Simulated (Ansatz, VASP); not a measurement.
## AlNi: VASP beside Ansatz

```
Ni Al
1.0
     2.88100    0.00000    0.00000
     0.00000    2.88100    0.00000
     0.00000    0.00000    2.88100
Ni Al
1 1
Cartesian
  1.4405 1.4405 1.4405
  0.0000 0.0000 0.0000
```

Alike in both runs: task single point; functional PBE; k mesh 9 × 9 × 9; occupations gaussian, width 0.014 eV; collinear spin.

|  | VASP | Ansatz |
| --- | --- | --- |
| version | VASP 6.6.1 | Ansatz 0.2.0 |
| potentials or method | VASP PAW PBE potentials, release 64 (Ni, Al), cutoff 520 eV | all-electron LAPW, scalar-relativistic |

```tsv
	VASP	Ansatz	Ansatz less VASP
gap on the k mesh at the Fermi level (eV)	none	none	-
pressure (GPa)	1.9	1.9	-0.04
net moment per atom (μB)	0.00	0.00	0.000
```

A gap of «none» marks a metal or a gap that the smearing closes. Ansatz ran all-electron here, so the differences hold the error of VASP's frozen core and of both bases.

Caveats: the starting moments weren't kept (Ansatz).
